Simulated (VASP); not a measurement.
# CaF2 (Fluorite) (Fm-3m) in VASP: density of states with PBE

Aim: the density of states of CaF2 (Fluorite) with PBE.

Program: VASP 6.6.1. These are calculated values, not measurements. Logs are shortened: lines on timing, memory, paths and dates and some standing lists are left out, and cuts for length are marked.

**1. Starting point**

It takes space group Fm-3m (No. 225, cubic). Conventional cell: a = 5.510 Å, b = 5.510 Å, c = 5.510 Å, α = 90.00°, β = 90.00°, γ = 90.00°. Ca (site symmetry m-3m) has 8 F at 2.39 Å as nearest neighbours. Around F (site symmetry -43m) lie 4 Ca at 2.39 Å.

**2. Density of states, PBE**

Contents of POSCAR:

```
CaF2
1.0
    0.0000000000      2.7552132234      2.7552132234
    2.7552132234      0.0000000000      2.7552132234
    2.7552132234      2.7552132234      0.0000000000
Ca F
1 2
Direct
    0.0000000000      0.0000000000      0.0000000000
    0.2500000000      0.2500000000      0.2500000000
    0.7500000000      0.7500000000      0.7500000000
```

Contents of INCAR.step1:

```
ALGO = Fast
EDIFF = 1E-7
ENCUT = 520
GGA = PE
ISIF = 2
ISMEAR = 0
LASPH = True
LCHARG = True
LREAL = False
LWAVE = False
NBANDS = 19
NELM = 60
PREC = Accurate
SIGMA = 0.02
```

Contents of KPOINTS.step1:

```
k-points
0
Gamma
  8 8 8
```

Contents of INCAR.step2:

```
ALGO = Fast
EDIFF = 1E-7
ENCUT = 520
GGA = PE
ICHARG = 11
ISIF = 2
ISMEAR = -5
LASPH = True
LCHARG = False
LORBIT = 11
LREAL = False
LWAVE = False
NEDOS = 1001
NELM = 60
PREC = Accurate
SIGMA = 0.02
```

Contents of KPOINTS.step2:

```
k-points
0
Gamma
  12 12 12
```

Potentials or basis: VASP PAW PBE potentials, release 64 (Ca_sv, F).

Launch:

```bash
$ cat potpaw_PBE.64/Ca_sv/POTCAR potpaw_PBE.64/F/POTCAR > POTCAR
$ cp INCAR.step1 INCAR
$ cp KPOINTS.step1 KPOINTS
$ mpirun -np 1 vasp_std > vasp.out
$ cp INCAR.step2 INCAR
$ cp KPOINTS.step2 KPOINTS
$ mpirun -np 1 vasp_std > vasp.out
```

OUTCAR:

```text
EDIFF = 1E-7
   ENCUT = 520
   GGA = PE
   ICHARG = 11
   ISIF = 2
   ISMEAR = -5
   LASPH = True
   LORBIT = 11
   LREAL = False
   NELM = 60
   PREC = Accurate

 ion  position               nearest neighbor table
   1  0.000  0.000  0.000-   3 2.39   3 2.39   3 2.39   2 2.39   3 2.39   2 2.39   2 2.39   2 2.39

   2  0.250  0.250  0.250-   1 2.39   1 2.39   1 2.39   1 2.39
   3  0.750  0.750  0.750-   1 2.39   1 2.39   1 2.39   1 2.39

  LATTYP: Found a face centered cubic cell.
 ALAT       =     5.5104264468

  Lattice vectors:

 A1 = (   0.0000000000,   2.7552132234,   2.7552132234)
 A2 = (   2.7552132234,   0.0000000000,   2.7552132234)
 A3 = (   2.7552132234,   2.7552132234,   0.0000000000)

Analysis of symmetry for initial positions (statically):
=====================================================================
 Subroutine PRICEL returns:
 Original cell was already a primitive cell.

 Routine SETGRP: Setting up the symmetry group for a
 face centered cubic supercell.

 Subroutine GETGRP returns: Found 48 space group operations
 (whereof 48 operations were pure point group operations)
 out of a pool of 48 trial point group operations.

The static configuration has the point symmetry O_h .

Analysis of symmetry for dynamics (positions and initial velocities):
=====================================================================
 Subroutine PRICEL returns:
 Original cell was already a primitive cell.

 Routine SETGRP: Setting up the symmetry group for a
 face centered cubic supercell.

 Subroutine GETGRP returns: Found 48 space group operations
 (whereof 48 operations were pure point group operations)
 out of a pool of 48 trial point group operations.

The dynamic configuration has the point symmetry O_h .

 Subroutine INISYM returns: Found 48 space group operations
 (whereof 48 operations are pure point group operations),
 and found     1 'primitive' translations

----------------------------------------------------------------------------------------

                                     Primitive cell

  volume of cell :      41.8307

  direct lattice vectors                    reciprocal lattice vectors
     0.000000000  2.755213223  2.755213223    -0.181474158  0.181474158  0.181474158
     2.755213223  0.000000000  2.755213223     0.181474158 -0.181474158  0.181474158
     2.755213223  2.755213223  0.000000000     0.181474158  0.181474158 -0.181474158

  length of vectors
     3.896459908  3.896459908  3.896459908     0.314322462  0.314322462  0.314322462

  position of ions in fractional coordinates (direct lattice)
     0.000000000  0.000000000  0.000000000
     0.250000000  0.250000000  0.250000000
     0.750000000  0.750000000  0.750000000

  ion indices of the primitive-cell ions
   primitive index   ion index
                 1           1
                 2           2
                 3           3

----------------------------------------------------------------------------------------

 KPOINTS: k-points

Automatic generation of k-mesh.
 Grid dimensions read from file:
 generate k-points for:   12   12   12

 Generating k-lattice:

  Cartesian coordinates                     Fractional coordinates (reciprocal lattice)
    -0.015122847  0.015122847  0.015122847     0.083333333  0.000000000  0.000000000
     0.015122847 -0.015122847  0.015122847     0.000000000  0.083333333  0.000000000
     0.015122847  0.015122847 -0.015122847     0.000000000  0.000000000  0.083333333

  Length of vectors
     0.026193539  0.026193539  0.026193539

  Shift w.r.t. Gamma in fractional coordinates (k-lattice)
     0.000000000  0.000000000  0.000000000

 TETIRR: Found    247 inequivalent tetrahedra from    10368

 Subroutine IBZKPT returns following result:
 ===========================================

 Found     72 irreducible k-points:

 Following reciprocal coordinates:
            Coordinates               Weight
  0.000000  0.000000  0.000000      1.000000
  0.083333  0.000000  0.000000      8.000000
  0.166667  0.000000  0.000000      8.000000
  0.250000  0.000000  0.000000      8.000000
  0.333333  0.000000  0.000000      8.000000
  0.416667  0.000000  0.000000      8.000000
[... 16 lines left out ...]
  0.500000  0.166667  0.000000     24.000000
 -0.416667  0.166667  0.000000     24.000000
 [... further k-points ...]
   k-points           NKPTS =     72   k-points in BZ     NKDIM =     72   number of bands    NBANDS=     16
   number of dos      NEDOS =   1001   number of ions     NIONS =      3
   total plane-waves  NPLWV =  27000
   dimension x,y,z NGX =    30 NGY =   30 NGZ =   30
   dimension x,y,z NGXF=    60 NGYF=   60 NGZF=   60
   ions per type =               1   2
   NGX,Y,Z   is equivalent  to a cutoff of  12.80, 12.80, 12.80 a.u.
   NGXF,Y,Z  is equivalent  to a cutoff of  25.60, 25.60, 25.60 a.u.
 SYSTEM =  unknown system
   PREC   = accura    normal or accurate (medium, high low for compatibility)
   ISTART =      0    job   : 0-new  1-cont  2-samecut
   ICHARG =     11    charge: 1-file 2-atom 10-const
   ISPIN  =      1    spin polarized calculation?
   LNONCOLLINEAR =      F non collinear calculations
   LSORBIT =      F    spin-orbit coupling
   LASPH  =      T    aspherical Exc in radial PAW
   ENCUT  =  520.0 eV  38.22 Ry    6.18 a.u.   7.24  7.24  7.24*2*pi/ulx,y,z
   NELM   =     60;   NELMIN=  2; NELMDL=  0     # of ELM steps
   EDIFF  = 0.1E-06   stopping-criterion for ELM
   LREAL  =      F    real-space projection
   EDIFFG = 0.1E-05   stopping-criterion for IOM
   NSW    =      0    number of steps for IOM
   IBRION =     -1    ionic relax: 0-MD 1-quasi-New 2-CG
   NFREE  =      0    steps in history (QN), initial steepest desc. (CG)
   ISIF   =      2    stress and relaxation
   ISYM   =      2    0-nonsym 1-usesym 2-fastsym
   POTIM  = 0.5000    time-step for ionic-motion
   TEBEG  =    0.0;   TEEND  =   0.0 temperature during run
   PSTRESS=    0.0 pullay stress
   NELECT =      24.0000    total number of electrons
   NUPDOWN=      -1.0000    fix difference up-down
   EMIN   =  10.00;   EMAX   =-10.00  energy-range for DOS
   EFERMI =   0.00;   METHOD = LEGACY
   ISMEAR =    -5;   SIGMA  =   0.02  broadening in eV -4-tet -1-fermi 0-gaus
   EFERMI_NEDOS =   21; number of points for ismear=-14 and -15
   IALGO  =     68    algorithm
   IMIX   =      4    mixing-type and parameters
     AMIX     =   0.40;   BMIX     =  1.00
     AMIX_MAG =   1.60;   BMIX_MAG =  1.00
  volume/ion in A,a.u.               =      13.94        94.10
  Fermi-wavevector in a.u.,A,eV,Ry     =   1.360338  2.570665 25.177831  1.850518
  Thomas-Fermi vector in A             =   2.487008
   LORBIT       =     11    0 simple, 1 ext, 2 COOP (PROOUT), +10 PAW based schemes
   GGA     = PE    functional components
   LHFCALC =     F    Hartree Fock is set to
   AEXX    =    0.0000 exact exchange contribution
   IVDW    =     0    specifies the selected vdW correction
   LEPSILON=     F    determine dielectric tensor
   LRPA    =     F    only Hartree local field effects (RPA)
 non-spin polarized calculation
 RMM-DIIS sequential band-by-band and
 Fermi weights with tetrahedron method with Bloechl corrections
  energy-cutoff  :      520.00
  volume of cell :       41.83
 maximum number of plane-waves:      1158
 NGX is ok and might be reduce to    30

 number of electron      23.9999996 magnetization

 Free energy of the ion-electron system (eV)
  ---------------------------------------------------
  ext. energy  EPLUGINS =         0.00000000
  ---------------------------------------------------
  free energy    TOTEN  =       -17.34030475 eV

  energy without entropy =      -17.34030475  energy(sigma->0) =      -17.34030475

 E-fermi :  -1.1050     XC(G=0):  -9.5007

 val. band max:       -1.1068803816   @ k =   0.5000   0.5000   0.0000
 cond. band min:       6.0148896528   @ k =   0.0000   0.0000   0.0000
 fundamental gap:      7.1217700344
 Fermi energy:        -1.1050380700

 k-point     1 :       0.0000    0.0000    0.0000
  band No.  band energies     occupation
      1     -37.2621      2.00000
      2     -20.9780      2.00000
      3     -20.2453      2.00000
      4     -18.2009      2.00000
      5     -18.2009      2.00000
      6     -18.2009      2.00000
[... 8 lines left out ...]
     15       7.9530      0.00000
     16       9.9111      0.00000

 k-point     2 :       0.0833    0.0000    0.0000
  band No.  band energies     occupation
      1     -37.2602      2.00000
      2     -20.9954      2.00000
      3     -20.2615      2.00000
      4     -18.2034      2.00000
      5     -18.2034      2.00000
      6     -18.1711      2.00000
[... 8 lines left out ...]
     15       7.9668      0.00000
     16       9.8425      0.00000

 k-point     3 :       0.1667    0.0000    0.0000
  band No.  band energies     occupation
      1     -37.2550      2.00000
      2     -21.0375      2.00000
      3     -20.3134      2.00000
      4     -18.2102      2.00000
      5     -18.2102      2.00000
      6     -18.0878      2.00000
[... 8 lines left out ...]
     15       8.0044      0.00000
     16       9.6820      0.00000
[... 362 lines left out ...]
 k-point    23 :       0.5000    0.1667    0.0000
  band No.  band energies     occupation
      1     -37.2310      2.00000
      2     -21.0778      2.00000
      3     -20.7114      2.00000
      4     -18.2519      2.00000
      5     -18.1308      2.00000
      6     -17.7801      2.00000
[... 8 lines left out ...]
     15       8.5455      0.00000
     16       9.1603      0.00000

 k-point    24 :      -0.4167    0.1667    0.0000
  band No.  band energies     occupation
      1     -37.2305      2.00000
      2     -21.0485      2.00000
      3     -20.7558      2.00000
      4     -18.2472      2.00000
      5     -18.1137      2.00000
      6     -17.7887      2.00000
[... 8 lines left out ...]
     15       8.5399      0.00000
     16       9.1605      0.00000

 [... further k-points ...]

------------------------ aborting loop because EDIFF is reached ----------------------------------------

  FORCE on cell =-STRESS in cart. coord.  units (eV):
  Direction    XX          YY          ZZ          XY          YZ          ZX
  --------------------------------------------------------------------------------------
  -------------------------------------------------------------------------------------
  Total        0.0610623      0.0610623      0.0610623     -0.0000000      0.0000000     -0.0000000
  in kB        2.3387749      2.3387749      2.3387749     -0.0000000      0.0000000     -0.0000000
  external PRESSURE =       2.3387749 kB  Pullay stress =       0.0000000 kB

 VOLUME and BASIS-vectors are now :
 -----------------------------------------------------------------------------
  energy-cutoff  :      520.00
  volume of cell :       41.83
      direct lattice vectors                 reciprocal lattice vectors
     0.000000000  2.755213223  2.755213223    -0.181474158  0.181474158  0.181474158
     2.755213223  0.000000000  2.755213223     0.181474158 -0.181474158  0.181474158
     2.755213223  2.755213223  0.000000000     0.181474158  0.181474158 -0.181474158

 POSITION                                       TOTAL-FORCE (eV/Angst)
 -----------------------------------------------------------------------------------
      0.00000      0.00000      0.00000        -0.000000      0.000000     -0.000000
      1.37761      1.37761      1.37761         0.000000     -0.000000      0.000000
      4.13282      4.13282      4.13282        -0.000000     -0.000000     -0.000000
 -----------------------------------------------------------------------------------
    total drift:                                0.000000     -0.000000      0.000000

  FREE ENERGIE OF THE ION-ELECTRON SYSTEM (eV)
  ---------------------------------------------------
  free  energy   TOTEN  =       -17.3403047474 eV

  energy  without entropy=      -17.3403047474  energy(sigma->0) =      -17.34030475

 total charge

# of ion       s       p       d       tot
------------------------------------------
    1        2.019   5.866   0.205   8.090
    2        1.733   4.385   0.000   6.118
    3        1.733   4.385   0.000   6.118
--------------------------------------------------
tot          5.485  14.636   0.205  20.326
```

It took 96 s on 1 thread of Intel Xeon Platinum 8488C (Sapphire Rapids), shared host; peak memory 0.18 GiB.

What came out:

```
Valence electrons inside the program's atomic spheres : Ca 8.09; F 6.12
```

States per cell in windows of 1 eV (zero at the valence-band top; states under -8 eV left out):
```tsv
from (eV)	total	F2_p	F3_p	Ca1_d	Ca1_p	Ca1_s	F2_s
-8.0	0.00	0.00	0.00	0.00	0.00	0.00	0.00
-7.0	0.00	0.00	0.00	0.00	0.00	0.00	0.00
-6.0	0.00	0.00	0.00	0.00	0.00	0.00	0.00
-5.0	0.00	0.00	0.00	0.00	0.00	0.00	0.00
-4.0	0.00	0.00	0.00	0.00	0.00	0.00	0.00
-3.0	0.83	0.26	0.26	0.01	0.01	0.01	0.00
-2.0	5.63	1.95	1.95	0.12	0.07	0.03	0.00
-1.0	5.58	2.18	2.18	0.06	0.04	0.00	0.00
0.0	0.00	0.00	0.00	0.00	0.00	0.00	0.00
1.0	0.00	0.00	0.00	0.00	0.00	0.00	0.00
2.0	0.00	0.00	0.00	0.00	0.00	0.00	0.00
3.0	0.00	0.00	0.00	0.00	0.00	0.00	0.00
4.0	0.00	0.00	0.00	0.00	0.00	0.00	0.00
5.0	0.00	0.00	0.00	0.00	0.00	0.00	0.00
6.0	0.00	0.00	0.00	0.00	0.00	0.00	0.00
7.0	0.08	0.00	0.00	0.00	0.00	0.01	0.00
```
